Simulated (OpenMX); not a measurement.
Be in OpenMX: the effect of volume scale

Crystal: Be.

```
CELL_PARAMETERS angstrom
2.18997 0.00000 0.00000
-1.09498 1.89657 0.00000
0.00000 0.00000 3.43468
ATOMIC_POSITIONS crystal
Be 0.66667 0.33333 0.75000
Be 0.33333 0.66667 0.25000
```

Alike in all runs:

| Quantity | Value |
| --- | --- |
| Program | OpenMX 3.8.5 |
| Task | single point |
| Functional | PBE |
| Potentials or basis | OpenMX 2013 PBE set, Be7.0-s2p2, grid cutoff 300 Ry |
| k mesh | 9 × 9 × 7 |
| Occupations | fermi-dirac, width 0.05 eV |
| Spin | no spin polarisation |

Question: One run gave: pressure -7.1 GPa. Which volume scale did it use?
A. 0.96
B. 0.88
C. 1
D. 1.04
E. 0.92

Answer: D.

| volume scale | pressure (GPa) |
| --- | --- |
| 0.88 | 14.7 |
| 0.92 | 7.9 |
| 0.96 | 2.2 |
| 1 | -2.8 |
| 1.04 | -7.1 |
| 1.08 | -10.7 |

Caveats: some runs use coarse meshes; the basis of atomic orbitals isn't converged, which shifts pressures, moduli and gaps.
